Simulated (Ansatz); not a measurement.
A run of Ansatz 0.2.0:

The input input.yaml:

```yaml
crystal:
  lattice:
    - [3.112861506, 0.0, 0.0]
    - [-1.556430753, 2.6958171426, 0.0]
    - [0.0, 0.0, 4.869841]
  atoms:
    - { symbol: Ta, position: [0.3333333333, 0.6666666667, 0.254711] }
    - { symbol: Ta, position: [0.6666666667, 0.3333333333, 0.745289] }
    - { symbol: "N", position: [0.0, 0.0, 0.0] }
hamiltonian:
  xc: pbe
  pseudopotentials: { kind: paw_fr }
  dispersion: d4
magnetization:
  noncollinear: true
  spin_orbit: true
kpoints:
  mp_grid: { grid: [6, 6, 4] }
scf:
  occupations: { method: cold, width: 0.05 }
phonons:
  method: dfpt
```

Potentials or basis: Ansatz PAW.

Command:

```bash
$ ansatz run input.yaml --threads 2 --pin off --max-ram 5120MiB --backend cpu --events-out ev --progress --plain --runs-dir out
```

Hardware: 2 threads of Arm Neoverse V1, with other jobs on the host.

Task: How long does it take, and how much memory?

Result: It took 48 s on 2 threads of Arm Neoverse V1 (shared host), peak memory 0.78 GiB. Counts: scf iterations 10, plane waves 797, k points 47, bands 40.
